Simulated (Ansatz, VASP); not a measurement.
**Hg: VASP beside Ansatz**

```xyz
2
Lattice="2.9711 0.0000 0.0000 -1.4855 2.5730 0.0000 0.0000 0.0000 4.9116" Properties=species:S:1:pos:R:3 pbc="T T T"
Hg    0.0000    1.7153    1.2279
Hg    1.4855    0.8577    3.6837
```

Change from the starting cell: volume scaled by 0.6, LAPW.

Alike in both runs: task single point; functional PBE; k mesh 14 × 14 × 8; occupations fermi-dirac, width 0.05 eV; no spin polarisation.

```csv
,VASP,Ansatz
version,VASP 6.6.1,Ansatz 0.2.0
potentials or method,"VASP PAW PBE potentials, release 64 (Hg), cutoff 520 eV","all-electron LAPW, scalar-relativistic"
```

Ansatz gave:

```
pressure (GPa)                                  : 25.5
largest component of the traceless stress (GPa) : 0.13
```

Task: Which values does VASP return?

Result: Pressure (GPa): 26.7; largest component of the traceless stress (GPa): 0.19.

Ansatz ran all-electron here, so the differences hold the error of VASP's frozen core and of both bases.

Caveats: so large a pressure means that the cell lies far from this level's equilibrium, or that cutoff or potentials fall short (VASP). The runs have no spin-orbit coupling, so splittings on Hg are missing.
